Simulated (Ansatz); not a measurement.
**SiO2 at a changed volume: Quadrupolar parameters**

The cell is a computed structure from the Materials Project (it need not be an observed phase), relaxed with PBE at fixed cell and then changed (volume scaled by 0.97, ions relaxed).

Space group R-3m:H (No. 166); a = 13.4596, c = 14.6861 Å, γ = 120.00°.

| site | Wyckoff | site symmetry | x | y | z |
| --- | --- | --- | --- | --- | --- |
| Si | 36i | 1 | 0.8981 | 0.5655 | 0.4393 |
| O13 | 18f | .2 | 0.9309 | 0.5976 | 0.3333 |
| O19 | 18h | .m | 0.7879 | 0.8940 | 0.8709 |
| O25 | 18h | .m | 0.7826 | 0.2174 | 0.4666 |
| O31 | 18g | .2 | 0.0000 | 0.3369 | 0.5000 |

One atom of each set is listed; the run and its k-mesh use a cell of 36 atoms with edges of 9.18, 9.18, 9.18 Å.

Computed with Ansatz: DFT, PBE, plane waves and PAW, scalar-relativistic, 420 eV cutoff, Γ-centred 3×3×3 k-points, Fermi–Dirac smearing 0.02 eV.

Conventions: |V_zz| ≥ |V_yy| ≥ |V_xx|, η = (V_xx − V_yy)/V_zz, C_Q = eQV_zz/h.

17O: I = 5/2, Q = -25.58 mb. Nuclear quadrupole moments: year-2017 set (Pyykkö).

Q: What field gradients does the calculation give at each kind of site?

A: 

| site | atoms | first shell | V_xx, V_yy, V_zz (10²¹ V/m²) | η | C_Q (MHz) |
| --- | --- | --- | --- | --- | --- |
| Si | 12 | 4 O at 1.60–1.62 Å | -0.040, -0.82, 0.86 | 0.91 | – |
| O13 | 6 | 2 Si at 1.62 Å, angle 149° | -3.98, -5.26, 9.24 | 0.14 | -5.72 |
| O19 | 6 | 2 Si at 1.62 Å, angle 151° | -4.30, -5.09, 9.39 | 0.08 | -5.81 |
| O25 | 6 | 2 Si at 1.60 Å, angle 151° | -3.78, -5.53, 9.30 | 0.19 | -5.75 |
| O31 | 6 | 2 Si at 1.61 Å, angle 134° | -2.53, -5.89, 8.42 | 0.40 | -5.21 |

At O13, O19, O25 and O31 V_zz runs parallel to the line that joins its two neighbours (within 1°) in each case.

Si has no stable isotope with a ground-state quadrupole moment in the table, so no C_Q is given.

The relaxation (7 steps) took 62 s of wall time (4 min of CPU time) and 2.6 GiB at its peak, on 4 threads of Arm Neoverse V2 (aarch64; 8 cores open to the job, memory cap 8.0 GiB, no GPU), a shared host with a load of 0.4 a core.
